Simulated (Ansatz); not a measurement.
# TiAl3: response to biaxial strain in the a-b plane

An exercise on one series of results from a longer session: the logs are not shown, and one member is left open.

Program: Ansatz 0.2.0. Level of theory: DFT PBEsol, scalar-relativistic, plane waves, PAW. These are calculated values, not measurements.

2 further runs of the same task are left out: 2 set aside as unsound or not needed.

### The starting structure

The structure is tetragonal, space group I4/mmm (No. 139). Conventional cell: a = 3.816 Å, b = 3.816 Å, c = 8.554 Å, α = 90.00°, β = 90.00°, γ = 90.00°. Around Ti (site symmetry 4/mmm) lie 12 Al at 2.70 to 2.87 Å. Al (site symmetry 4/mmm) has 4 Ti at 2.70 Å and 8 Al at 2.87 Å as nearest neighbours. Al (site symmetry -4m2) is surrounded by 8 Al at 2.70 to 2.87 Å and 4 Ti at 2.87 Å.

As a file:

```
CELL_PARAMETERS angstrom
3.81555 0.00000 0.00000
0.00000 3.81555 0.00000
0.00000 0.00000 8.55399
ATOMIC_POSITIONS crystal
Ti 0.00000 0.00000 0.00000
Ti 0.50000 0.50000 0.50000
Al 0.50000 0.50000 0.00000
Al 0.00000 0.50000 0.25000
Al 0.50000 0.00000 0.25000
Al 0.00000 0.00000 0.50000
Al 0.50000 0.00000 0.75000
Al 0.00000 0.50000 0.75000
```

It goes back to an entry of the Materials Project, which need not be the stable form.

The unstrained cell comes from an earlier run at this level (8 atoms, E(σ→0) -8098.3168 eV, gap none (metal)).

Set-up of the first run:

input.yaml

```yaml
crystal:
  lattice:
    - [3.7773926654, 0.0, 0.0]
    - [0.0, 3.7773926654, 0.0]
    - [0.0, 0.0, 8.6053175754]
  atoms:
    - { symbol: Ti, position: [0.0, 0.0, 0.0] }
    - { symbol: Ti, position: [0.5, 0.5, 0.5] }
    - { symbol: Al, position: [0.5, 0.5, 0.0] }
    - { symbol: Al, position: [0.0, 0.5, 0.25] }
    - { symbol: Al, position: [0.5, 0.0, 0.25] }
    - { symbol: Al, position: [0.0, 0.0, 0.5] }
    - { symbol: Al, position: [0.5, 0.0, 0.75] }
    - { symbol: Al, position: [0.0, 0.5, 0.75] }
basis:
  ecutwfc: 420
kpoints:
  mp_grid: { grid: [10, 10, 4] }
hamiltonian:
  xc: pbesol
scf:
  occupations: { method: gaussian, width: 0.1 }
output:
  forces: true
  stress: true
  eigenvalues: true
  write_density: true
  write_potential: true
  elf: true
  volumetric_format: npy
relax:
  adjacent_minimum: "off"
  f_tol: 0.008
  max_steps: 40
  cell: { stress_tol: 0.015, fix: [a, b, gamma] }
```

Launch:

```console
ansatz run input.yaml --threads 1 --pin off --max-ram 2560MiB --backend cpu --events-out ev --progress --plain --runs-dir out
```

Steps of the session up to this table: The cell strained by -1.0 %; Strain +1.0 %; Strain -2.0 %; At +2.0 %; The cell strained by -3.0 %; The cell strained by +3.0 %.

One table of the session follows, with a row left open; its other results are not shown here.

Lengths are those of the vectors of the cell that was run; stresses in GPa:

| strain (%) | ΔE (meV/atom) | a (Å) | b (Å) | c (Å) |
| --- | --- | --- | --- | --- |
| -3.0 | 26.1 | 3.701 | 3.701 | 8.654 |
| -2.0 | 11.2 | 3.739 | 3.739 | 8.622 |
| -1.0 | 2.6 | 3.777 | 3.777 | 8.589 |
| +0.0 | 0.0 | 3.816 | 3.816 | 8.554 |
| +1.0 | ? | ? | ? | ? |
| +2.0 | 10.5 | 3.892 | 3.892 | 8.484 |
| +3.0 | 22.5 | 3.930 | 3.930 | 8.442 |

Estimate the missing values for strain (%) = +1.0.

Worked estimate for «ΔE (meV/atom)». A straight line through the neighbours (0.0, 0.0) and (2.0, 10.5) gives 0.0 + (10.5 − 0.0) × (1.0 − 0.0) / (2.0 − 0.0) = 5.2; a parabola fitted to 4 rows on both sides gives 2.8.

As computed: ΔE (meV/atom): 2.8; a (Å): 3.854; b (Å): 3.854; c (Å): 8.522. In «ΔE (meV/atom)» the line misses by +2.4 and the parabola by 0.0.

ΔE is over the unstrained cell. Stress in GPa, positive in compression, on the Cartesian axes of the input. 
